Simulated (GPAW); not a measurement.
# Al2Cu (P4/mmm) in GPAW: a series of runs

Aim: see how the results for Al2Cu move with the level of theory and the settings. Levels: PBEsol+D3(BJ)+ATM, PBEsol+D4. Tasks: relaxation of cell and atoms.

Program: GPAW 26.7.0. These are calculated values, not measurements. Logs are shortened: lines on timing, memory, paths and dates and some standing lists are left out, and cuts for length are marked. The log counts tension as positive stress, the text compression.

### Step 1. The structure

Symmetry: P4/mmm, No. 123, tetragonal system. The conventional cell has a = 4.105 Å, b = 4.105 Å, c = 2.891 Å, α = 90.00°, β = 90.00°, γ = 90.00°. Cu (site symmetry 4/mmm) is surrounded by 8 Al at 2.51 Å. Around Al (site symmetry mmm) lie 4 Cu at 2.51 Å.

The cell comes from a database or a generator and needn't be the stable form of this composition.

### Step 2. Relaxation of cell and atoms, PBEsol+D3(BJ)+ATM

Contents of run.py:

```python
from ase import Atoms
from ase.calculators.mixing import SumCalculator
from ase.filters import FrechetCellFilter
from ase.io import write
from ase.optimize import BFGS
from dftd3.ase import DFTD3
from gpaw import GPAW, PW, setup_paths

setup_paths.insert(0, '.')

atoms = Atoms(['Cu', 'Al', 'Al'],
              cell=[[4.105182, 0.0, 0.0],
                    [0.0, 4.105182, 0.0],
                    [0.0, 0.0, 2.891313]],
              scaled_positions=[[0.0, 0.0, 0.0],
                                [0.0, 0.5, 0.5],
                                [0.5, 0.0, 0.5]],
              pbc=True)

calc = GPAW(mode=PW(600),
            xc='PBEsol',
            kpts={'size': (6, 6, 8), 'gamma': True},
            occupations={'name': 'fermi-dirac', 'width': 0.05},
            nbands=20,
            convergence={'density': 1e-05, 'forces': 0.0001},
            maxiter=150,
            txt='gpaw.txt')
atoms.calc = SumCalculator([calc, DFTD3(damping='d3bj', params_tweaks=dict(method='pbesol', atm=True))])
opt = BFGS(FrechetCellFilter(atoms), trajectory='relax.traj', logfile='-')
done = opt.run(fmax=0.02, steps=60)
calc.write('gs.gpw')
write('result.traj', atoms)
print('Converged:', done)
print('Cell:', atoms.cell.cellpar().round(4))
print('Volume:', round(atoms.get_volume(), 4))
print(atoms.get_scaled_positions().round(5))
```

Potentials or basis: PAW data sets generated in the run's folder for this functional, pw.

Launch:

```
gpaw-setup -f PBEsol Al Cu
OMP_NUM_THREADS=1 python run.py
```

gpaw.txt:

```text
__  _  _
 | _ |_)|_||  |
 |__||  | ||/\| - 26.7.0

Input parameters:
  mode=PW(ecut=600.0),
  convergence={'density': 1e-05, 'forces': 0.0001},
  kpts=MonkhorstPack(size=(6, 6, 8), gamma=True),
  maxiter=150,
  nbands=20,
  occupations=Occupations(name='fermi-dirac', width=0.05),
  xc=XC(name='PBEsol')

Diagonalizing LCAO Hamiltonian
Converting LCAO to pw mode
    .---------.
   /|         |
  / |         |
 *  |         |
 |Al.---------.
 | /  Al     /
 |/         /
 Cu--------*

Atoms  # Å, Bohr magnetons
|   | symbol |        x |        y |        z |    initial magnetic moments |
|---|--------|----------|----------|----------|-----------------------------|
| 0 |     Cu | 0.000000 | 0.000000 | 0.000000 | ( 0.0000,  0.0000,  0.0000) |
| 1 |     Al | 0.000000 | 2.052591 | 1.445656 | ( 0.0000,  0.0000,  0.0000) |
| 2 |     Al | 2.052591 | 0.000000 | 1.445656 | ( 0.0000,  0.0000,  0.0000) |

Unit cell  # Å
| periodic |        x |        y |        z |  lengths |    angles |
|----------|----------|----------|----------|----------|-----------|
|      yes | 4.105182 | 0.000000 | 0.000000 | 4.105182 | 90.000000 |
|      yes | 0.000000 | 4.105182 | 0.000000 | 4.105182 | 90.000000 |
|      yes | 0.000000 | 0.000000 | 2.891313 | 2.891313 | 90.000000 |

Number of symmetries: 16
Symmetry operations  # r_c * U_cc + t_c -> r_c
|    | kind |            matrix            |
|----|------|------------------------------|
|  0 |  E   |  1, 0, 0,  0, 1, 0,  0, 0, 1 |
|  1 |  σ   |  1, 0, 0,  0, 1, 0,  0, 0,-1 |
|  2 |  σ   |  1, 0, 0,  0,-1, 0,  0, 0, 1 |
|  3 |  C2  |  1, 0, 0,  0,-1, 0,  0, 0,-1 |
|  4 |  σ   |  0, 1, 0,  1, 0, 0,  0, 0, 1 |
|  5 |  C2  |  0, 1, 0,  1, 0, 0,  0, 0,-1 |
|  6 |  C4  |  0, 1, 0, -1, 0, 0,  0, 0, 1 |
|  7 |  S4  |  0, 1, 0, -1, 0, 0,  0, 0,-1 |
|  8 |  C4  |  0,-1, 0,  1, 0, 0,  0, 0, 1 |
[... 142 lines left out ...]
|iter     | |      energy | eigst |  dens |force |
|---------|-|-------------|-------|-------|------|
|iter:   1| |  -15.126938 | +0.43 |       |      |
|iter:   2| |  -13.427219 | -1.54 | -0.71 |      |
|iter:   3| |  -12.599336 | -1.49 | -0.89 |      |
|iter:   4| |  -12.495440 | -2.55 | -1.17 |      |
|iter:   5| |  -12.462993 | -2.96 | -1.43 |      |
|iter:   6| |  -12.459350 | -3.92 | -1.97 |      |
|iter:   7| |  -12.458904c| -4.16 | -2.27 |      |
|iter:   8| |  -12.458893c| -5.45 | -3.14 |      |
|iter:   9| |  -12.458901c| -6.56 | -3.71 |      |
|iter:  10| |  -12.458897c| -7.45c| -3.99 |      |
|iter:  11| |  -12.458896c| -8.34c| -4.47 |      |
|iter:  12| |  -12.458896c| -7.54c| -4.90 |      |
|iter:  13| |  -12.458896c| -9.09c| -5.81c|      |
|iter:  14| |  -12.458896c|-10.12c| -6.38c|-24.48c|

Converged in 14 steps
Energy contributions relative to reference atoms: (reference = -58164.735944)

Energy contributions:
  Kinetic:         -10.412274
  Coulomb:          10.398934
  Zero:              0.069915
  External:          0.000000
  Xc:              -12.510536
  Entropy:          -0.009869
  Spinorbit:         0.000000
  ----------------------------
  Free energy:     -12.463831
  Extrapolated:    -12.458896
[... 27 lines left out ...]
No gap
No difference between direct/indirect transitions

Stress tensor  # eV/Ang^3
|        x |        y |        z |
|----------|----------|----------|
| 0.005527 | 0.000000 | 0.000000 |
| 0.000000 | 0.005527 | 0.000000 |
| 0.000000 | 0.000000 | 0.019441 |

Forces  # eV/Ang
|        x |       y |       z |
|----------|---------|---------|
|  0.00000 | 0.00000 | 0.00000 |  # Cu   0
| -0.00000 | 0.00000 | 0.00000 |  # Al   1
|  0.00000 | 0.00000 | 0.00000 |  # Al   2

Interpolating wave functions to new cell

         Al
            Al

       Cu

Atoms  # Å, Bohr magnetons
|   | symbol |         x |         y |         z |    initial magnetic moments |
|---|--------|-----------|-----------|-----------|-----------------------------|
| 0 |     Cu |  0.000000 |  0.000000 | -0.000000 | ( 0.0000,  0.0000,  0.0000) |
| 1 |     Al | -0.000000 |  2.048826 |  1.441473 | ( 0.0000,  0.0000,  0.0000) |
| 2 |     Al |  2.048826 | -0.000000 |  1.441473 | ( 0.0000,  0.0000,  0.0000) |

Unit cell  # Å
| periodic |         x |         y |         z |  lengths |    angles |
|----------|-----------|-----------|-----------|----------|-----------|
|      yes |  4.097651 | -0.000000 | -0.000000 | 4.097651 | 90.000000 |
|      yes | -0.000000 |  4.097651 | -0.000000 | 4.097651 | 90.000000 |
|      yes | -0.000000 | -0.000000 |  2.882947 | 2.882947 | 90.000000 |

Number of symmetries: 16
Symmetry operations  # r_c * U_cc + t_c -> r_c
|    | kind |            matrix            |
|----|------|------------------------------|
|  0 |  E   |  1, 0, 0,  0, 1, 0,  0, 0, 1 |
|  1 |  σ   |  1, 0, 0,  0, 1, 0,  0, 0,-1 |
|  2 |  σ   |  1, 0, 0,  0,-1, 0,  0, 0, 1 |
|  3 |  C2  |  1, 0, 0,  0,-1, 0,  0, 0,-1 |
|  4 |  σ   |  0, 1, 0,  1, 0, 0,  0, 0, 1 |
[... 233 lines left out ...]
|----------|-----------|----------|----------|----------|-----------|
|      yes |  4.043339 | 0.000000 | 0.000000 | 4.043339 | 90.000000 |
|      yes | -0.000000 | 4.043339 | 0.000000 | 4.043339 | 90.000000 |
|      yes | -0.000000 | 0.000000 | 2.818220 | 2.818220 | 90.000000 |

Number of symmetries: 16
Symmetry operations  # r_c * U_cc + t_c -> r_c
|    | kind |            matrix            |
|----|------|------------------------------|
|  0 |  E   |  1, 0, 0,  0, 1, 0,  0, 0, 1 |
|  1 |  σ   |  1, 0, 0,  0, 1, 0,  0, 0,-1 |
|  2 |  σ   |  1, 0, 0,  0,-1, 0,  0, 0, 1 |
|  3 |  C2  |  1, 0, 0,  0,-1, 0,  0, 0,-1 |
|  4 |  σ   |  0, 1, 0,  1, 0, 0,  0, 0, 1 |
|  5 |  C2  |  0, 1, 0,  1, 0, 0,  0, 0,-1 |
|  6 |  C4  |  0, 1, 0, -1, 0, 0,  0, 0, 1 |
|  7 |  S4  |  0, 1, 0, -1, 0, 0,  0, 0,-1 |
|  8 |  C4  |  0,-1, 0,  1, 0, 0,  0, 0, 1 |
[... 201 lines left out ...]
Stress tensor  # eV/Ang^3
|         x |         y |         z |
|-----------|-----------|-----------|
| -0.029502 |  0.000000 |  0.000000 |
|  0.000000 | -0.029502 |  0.000000 |
|  0.000000 |  0.000000 | -0.013655 |

Forces  # eV/Ang
|       x |        y |       z |
|---------|----------|---------|
| 0.00000 |  0.00000 | 0.00000 |  # Cu   0
| 0.00000 | -0.00000 | 0.00000 |  # Al   1
| 0.00000 |  0.00000 | 0.00000 |  # Al   2

Interpolating wave functions to new cell
[... 231 lines left out ...]
Stress tensor  # eV/Ang^3
|         x |         y |         z |
|-----------|-----------|-----------|
| -0.027012 |  0.000000 |  0.000000 |
|  0.000000 | -0.027012 |  0.000000 |
|  0.000000 |  0.000000 | -0.011340 |

Forces  # eV/Ang
|        x |        y |       z |
|----------|----------|---------|
| -0.00000 | -0.00000 | 0.00000 |  # Cu   0
| -0.00000 |  0.00000 | 0.00000 |  # Al   1
| -0.00000 | -0.00000 | 0.00000 |  # Al   2

Interpolating wave functions to new cell
[... 6 lines left out ...]
Atoms  # Å, Bohr magnetons
|   | symbol |         x |        y |        z |    initial magnetic moments |
|---|--------|-----------|----------|----------|-----------------------------|
| 0 |     Cu |  0.000000 | 0.000000 | 0.000000 | ( 0.0000,  0.0000,  0.0000) |
| 1 |     Al | -0.000000 | 2.030586 | 1.408931 | ( 0.0000,  0.0000,  0.0000) |
| 2 |     Al |  2.030586 | 0.000000 | 1.408931 | ( 0.0000,  0.0000,  0.0000) |

Unit cell  # Å
| periodic |         x |        y |         z |  lengths |    angles |
|----------|-----------|----------|-----------|----------|-----------|
|      yes |  4.061172 | 0.000000 | -0.000000 | 4.061172 | 90.000000 |
|      yes | -0.000000 | 4.061172 |  0.000000 | 4.061172 | 90.000000 |
|      yes | -0.000000 | 0.000000 |  2.817863 | 2.817863 | 90.000000 |

Number of symmetries: 16
Symmetry operations  # r_c * U_cc + t_c -> r_c
|    | kind |            matrix            |
|----|------|------------------------------|
|  0 |  E   |  1, 0, 0,  0, 1, 0,  0, 0, 1 |
|  1 |  σ   |  1, 0, 0,  0, 1, 0,  0, 0,-1 |
|  2 |  σ   |  1, 0, 0,  0,-1, 0,  0, 0, 1 |
|  3 |  C2  |  1, 0, 0,  0,-1, 0,  0, 0,-1 |
|  4 |  σ   |  0, 1, 0,  1, 0, 0,  0, 0, 1 |
|  5 |  C2  |  0, 1, 0,  1, 0, 0,  0, 0,-1 |
|  6 |  C4  |  0, 1, 0, -1, 0, 0,  0, 0, 1 |
|  7 |  S4  |  0, 1, 0, -1, 0, 0,  0, 0,-1 |
|  8 |  C4  |  0,-1, 0,  1, 0, 0,  0, 0, 1 |
[... 199 lines left out ...]
Stress tensor  # eV/Ang^3
|         x |         y |         z |
|-----------|-----------|-----------|
| -0.023216 |  0.000000 |  0.000000 |
|  0.000000 | -0.023216 |  0.000000 |
|  0.000000 |  0.000000 | -0.008500 |

Forces  # eV/Ang
|        x |        y |       z |
|----------|----------|---------|
| -0.00000 |  0.00000 | 0.00000 |  # Cu   0
|  0.00000 | -0.00000 | 0.00000 |  # Al   1
| -0.00000 | -0.00000 | 0.00000 |  # Al   2

Interpolating wave functions to new cell

         Al
            Al

       Cu

Atoms  # Å, Bohr magnetons
|   | symbol |        x |         y |        z |    initial magnetic moments |
|---|--------|----------|-----------|----------|-----------------------------|
| 0 |     Cu | 0.000000 | -0.000000 | 0.000000 | ( 0.0000,  0.0000,  0.0000) |
| 1 |     Al | 0.000000 |  2.044539 | 1.399621 | ( 0.0000,  0.0000,  0.0000) |
| 2 |     Al | 2.044539 |  0.000000 | 1.399621 | ( 0.0000,  0.0000,  0.0000) |

Unit cell  # Å
| periodic |         x |         y |        z |  lengths |    angles |
|----------|-----------|-----------|----------|----------|-----------|
|      yes |  4.089078 | -0.000000 | 0.000000 | 4.089078 | 90.000000 |
|      yes | -0.000000 |  4.089078 | 0.000000 | 4.089078 | 90.000000 |
|      yes | -0.000000 |  0.000000 | 2.799242 | 2.799242 | 90.000000 |
[... 213 lines left out ...]
Stress tensor  # eV/Ang^3
|         x |         y |         z |
|-----------|-----------|-----------|
| -0.016178 | -0.000000 |  0.000000 |
| -0.000000 | -0.016178 |  0.000000 |
|  0.000000 |  0.000000 | -0.008160 |

Forces  # eV/Ang
|       x |       y |       z |
|---------|---------|---------|
| 0.00000 | 0.00000 | 0.00000 |  # Cu   0
| 0.00000 | 0.00000 | 0.00000 |  # Al   1
| 0.00000 | 0.00000 | 0.00000 |  # Al   2

Interpolating wave functions to new cell

         Al
            Al

       Cu

Atoms  # Å, Bohr magnetons
|   | symbol |         x |         y |        z |    initial magnetic moments |
|---|--------|-----------|-----------|----------|-----------------------------|
| 0 |     Cu | -0.000000 | -0.000000 | 0.000000 | ( 0.0000,  0.0000,  0.0000) |
| 1 |     Al |  0.000000 |  2.048896 | 1.391037 | ( 0.0000,  0.0000,  0.0000) |
| 2 |     Al |  2.048896 |  0.000000 | 1.391037 | ( 0.0000,  0.0000,  0.0000) |

Unit cell  # Å
| periodic |         x |         y |        z |  lengths |    angles |
|----------|-----------|-----------|----------|----------|-----------|
|      yes |  4.097791 | -0.000000 | 0.000000 | 4.097791 | 90.000000 |
|      yes | -0.000000 |  4.097791 | 0.000000 | 4.097791 | 90.000000 |
|      yes | -0.000000 |  0.000000 | 2.782074 | 2.782074 | 90.000000 |
[... 213 lines left out ...]
Stress tensor  # eV/Ang^3
|         x |         y |         z |
|-----------|-----------|-----------|
| -0.015063 |  0.000000 |  0.000000 |
|  0.000000 | -0.015063 |  0.000000 |
|  0.000000 |  0.000000 | -0.014441 |

Forces  # eV/Ang
|        x |       y |       z |
|----------|---------|---------|
| -0.00000 | 0.00000 | 0.00000 |  # Cu   0
| -0.00000 | 0.00000 | 0.00000 |  # Al   1
| -0.00000 | 0.00000 | 0.00000 |  # Al   2

Interpolating wave functions to new cell

         Al
            Al

       Cu

Atoms  # Å, Bohr magnetons
|   | symbol |        x |         y |        z |    initial magnetic moments |
|---|--------|----------|-----------|----------|-----------------------------|
| 0 |     Cu | 0.000000 | -0.000000 | 0.000000 | ( 0.0000,  0.0000,  0.0000) |
| 1 |     Al | 0.000000 |  2.045298 | 1.387587 | ( 0.0000,  0.0000,  0.0000) |
| 2 |     Al | 2.045298 |  0.000000 | 1.387587 | ( 0.0000,  0.0000,  0.0000) |

Unit cell  # Å
| periodic |         x |         y |        z |  lengths |    angles |
|----------|-----------|-----------|----------|----------|-----------|
|      yes |  4.090595 | -0.000000 | 0.000000 | 4.090595 | 90.000000 |
|      yes | -0.000000 |  4.090595 | 0.000000 | 4.090595 | 90.000000 |
|      yes | -0.000000 |  0.000000 | 2.775174 | 2.775174 | 90.000000 |
[... 212 lines left out ...]
Stress tensor  # eV/Ang^3
|         x |         y |         z |
|-----------|-----------|-----------|
| -0.018858 |  0.000000 |  0.000000 |
|  0.000000 | -0.018858 |  0.000000 |
|  0.000000 |  0.000000 | -0.019244 |

Forces  # eV/Ang
|       x |        y |       z |
|---------|----------|---------|
| 0.00000 |  0.00000 | 0.00000 |  # Cu   0
| 0.00000 |  0.00000 | 0.00000 |  # Al   1
| 0.00000 | -0.00000 | 0.00000 |  # Al   2

# Writing to gs.gpw (mode='')
```

Wall time 3.5 min (1 thread of Arm Neoverse V1, shared host); peak memory 0.32 GiB.

What came out:

- Free energy: -13.4549 eV
- Relaxed volume: 15.48 Å³/atom
- Relaxed cell: a = 4.091 Å, b = 4.091 Å, c = 2.775 Å, α = 90.00°, β = 90.00°, γ = 90.00°
- Space group after relaxing (to 0.05 Å): P4/mmm (No. 123)
- Energy gained by relaxing: 16.4 meV/atom
- Ionic steps: 8
- Pressure after relaxing: -0.1 GPa
- Band gap on the k mesh: none (metal or under the smearing width)
- Dispersion energy per atom: -0.329 eV

Step by step:
```
step  energy change (eV)  largest force (eV/Å)  pressure (GPa)  volume (Å³)
   1              0.0000                0.0000           -4.54        48.73
   2             -0.0089                0.0000           -3.99        48.41
   3             -0.0391                0.0000            0.67        46.07
   4             -0.0399                0.0000            0.30        46.24
   5             -0.0421                0.0000           -0.23        46.48
   6             -0.0465                0.0000           -0.96        46.80
   7             -0.0483                0.0000           -0.76        46.72
   8             -0.0491                0.0000           -0.13        46.44
```

Final structure:
```cif
data_structure
_symmetry_space_group_name_H-M 'P 1'
_symmetry_Int_Tables_number 1
_cell_length_a 4.0906
_cell_length_b 4.0906
_cell_length_c 2.7752
_cell_angle_alpha 90.000
_cell_angle_beta 90.000
_cell_angle_gamma 90.000
_cell_volume 46.44
loop_
_atom_site_label
_atom_site_type_symbol
_atom_site_fract_x
_atom_site_fract_y
_atom_site_fract_z
_atom_site_occupancy
Cu1 Cu 0.00000 0.00000 0.00000 1
Al1 Al 0.00000 0.50000 0.50000 1
Al2 Al 0.50000 0.00000 0.50000 1
```

Caveat: with this Cu data set, volumes or pressures lay over 1.5 % or 2 GPa off other programs in two to four cells of ten; later steps reuse the first step's grids; pairwise dispersion overbinds metals, which lowers pressure and volume.

### Step 3. Relaxation of cell and atoms, PBEsol+D4

Changes to run.py since step 2:

```diff
@@ -5,3 +5,3 @@
 from ase.optimize import BFGS
-from dftd3.ase import DFTD3
+from dftd4.ase import DFTD4
 from gpaw import GPAW, PW, setup_paths
@@ -27,3 +27,3 @@
             txt='gpaw.txt')
-atoms.calc = SumCalculator([calc, DFTD3(damping='d3bj', params_tweaks=dict(method='pbesol', atm=True))])
+atoms.calc = SumCalculator([calc, DFTD4(method='pbesol')])
 opt = BFGS(FrechetCellFilter(atoms), trajectory='relax.traj', logfile='-')
```

Potentials or basis: PAW data sets generated in the run's folder for this functional, pw.

Launch:

```
gpaw-setup -f PBEsol Al Cu
OMP_NUM_THREADS=1 python run.py
```

Wall time 3.6 min (1 thread of Arm Neoverse V1, shared host); peak memory 0.32 GiB.

The run converged. Its results:

```yaml
Free_energy: -13.1409 eV
Relaxed_volume: 15.60 Å³/atom
Relaxed_cell: a = 4.101 Å, b = 4.101 Å, c = 2.783 Å, α = 90.00°, β = 90.00°, γ = 90.00°
Space_group_after_relaxing_to_0.05_Å: P4/mmm (No. 123)
Energy_gained_by_relaxing: 12.2 meV/atom
Ionic_steps: 8
Pressure_after_relaxing: 0.0 GPa
Band_gap_on_the_k_mesh: none (metal or under the smearing width)
Dispersion_energy_per_atom: -0.222 eV
```

Step by step:
| step | energy change (eV) | largest force (eV/Å) | pressure (GPa) | volume (Å³) |
| --- | --- | --- | --- | --- |
| 1 | 0.0000 | 0.0000 | -3.62 | 48.73 |
| 2 | -0.0058 | 0.0000 | -3.18 | 48.47 |
| 3 | -0.0267 | 0.0000 | 0.63 | 46.54 |
| 4 | -0.0275 | 0.0000 | 0.39 | 46.65 |
| 5 | -0.0315 | 0.0000 | -0.42 | 47.02 |
| 6 | -0.0351 | 0.0000 | -0.92 | 47.25 |
| 7 | -0.0362 | 0.0000 | -0.47 | 47.04 |
| 8 | -0.0365 | 0.0000 | 0.02 | 46.81 |

Final structure:
```
Cu Al
1.0
     4.10112    0.00000    0.00000
     0.00000    4.10112    0.00000
     0.00000    0.00000    2.78322
Cu Al
1 2
Cartesian
  0.0000 0.0000 0.0000
  0.0000 2.0506 1.3916
  2.0506 0.0000 1.3916
```

Levels at points of the mesh, in eV from the Fermi level:
```tsv
k point	band 7	band 8	band 9	band 10	band 11	band 12
(0.00, 0.00, 0.00)	-2.78	-2.78	-0.39	0.57	5.80	5.80
(0.00, 0.00, 0.50)	-3.12	2.23	2.53	2.53	2.64	2.64
(0.50, 0.00, 0.00)	-4.29	-1.50	1.30	1.40	1.58	8.06
(0.50, 0.00, 0.50)	-3.31	-2.54	-1.65	3.73	3.77	4.47
(0.50, 0.50, 0.00)	-4.31	-4.31	-2.67	8.40	8.40	9.58
(0.50, 0.50, 0.50)	-2.53	-2.53	-0.85	-0.80	0.06	0.06
```

Caveat: with this Cu data set, volumes or pressures lay over 1.5 % or 2 GPa off other programs in two to four cells of ten; later steps reuse the first step's grids; pairwise dispersion overbinds metals, which lowers pressure and volume.
